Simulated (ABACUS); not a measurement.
Crystal: Se.

```
Se
1.0
     4.35517    0.00000    0.00000
    -2.17759    3.77169    0.00000
     0.00000    0.00000    4.94945
Se
3
Cartesian
  1.7050 2.9532 2.4747
  -0.4725 0.8185 4.1245
  0.9451 0.0000 0.8249
```

| Item | Value |
| --- | --- |
| Program | ABACUS 3.10.1 |
| Task | single point |
| Functional | PBE |
| Potentials or basis | PseudoDojo NC SR 0.4.1 PBE standard |
| Cutoff | 1361 eV |
| Density cutoff | 5442 eV |
| Basis | DZP LCAO (the cutoffs set its grid) |
| k mesh | 7 × 7 × 6 |
| Occupations | fermi-dirac, width 0.05 eV |
| Spin | no spin polarisation |

On this cell: pressure 7.6 GPa; largest force 1.831 eV/Å; band gap on the k mesh 1.09 eV, indirect (least direct gap 1.30 eV).

The same run follows on a disturbed copy (atoms moved at random, drawn with an rms of 0.05 Å):

```
Se
1.0
     4.35517    0.00000    0.00000
    -2.17759    3.77169    0.00000
     0.00000    0.00000    4.94945
Se
3
Cartesian
  1.6927 2.9813 2.4666
  -0.4015 0.8356 4.1323
  0.8979 -0.0137 0.8518
```

Question: What does the disturbed cell give?

Answer: The energy moves by +68.2 meV/atom; pressure 10.1 GPa; largest force 2.853 eV/Å; band gap on the k mesh 0.93 eV, indirect (least direct gap 1.08 eV).

Forces in eV/Å, atoms in the order of the input:
```
Se  -1.446 -1.958  0.630
Se  -1.394  1.917 -0.365
Se   2.840  0.041 -0.265
```

Stress tensor (GPa, compression positive):
```
 8.42  0.28 -0.61
 0.28  7.18 -1.74
-0.61 -1.74 14.70
```

Caveats: the atomic orbitals were generated for these runs and aren't a published set; an odd mesh through Γ misses points on the zone boundary, where band edges often lie; the basis of atomic orbitals isn't converged, which shifts pressures, moduli and gaps; forces of over 1 eV/Å show positions far from the minimum, so gaps and moduli don't describe the material at rest (some runs).
